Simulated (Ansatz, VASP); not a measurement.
ZnCu in VASP and in Ansatz

```
Zn Cu
1.0
     2.92316    0.00000    0.00000
     0.00000    2.92316    0.00000
     0.00000    0.00000    2.98917
Zn Cu
1 1
Direct
  0.50000 0.50000 0.50000
  0.00000 0.00000 0.00000
```

Change from the starting cell: z stretched by +1.5 % at fixed volume, crystal datasets.

Alike in both runs: task electric field gradients; functional PBE; k mesh 14 × 14 × 14; occupations fermi-dirac, width 0.08 eV; no spin polarisation.

```csv
,VASP,Ansatz
version,VASP 6.6.1,Ansatz 0.2.0
potentials or method,"VASP PAW PBE potentials, release 64 (Zn, Cu), cutoff 520 eV","all-electron PAW with datasets made for the crystal, scalar-relativistic"
```

|  | VASP | Ansatz | Ansatz less VASP |
| --- | --- | --- | --- |
| pressure (GPa) | 2.9 | 2.3 | -0.56 |
| largest component of the traceless stress (GPa) | 0.35 | 0.32 | -0.028 |
| Vzz of the field gradient on the site that differs most (V/Å²) | 3.1 | 3.4 | +0.31 |

Ansatz ran all-electron here, so the differences hold the error of VASP's frozen core and of both bases.
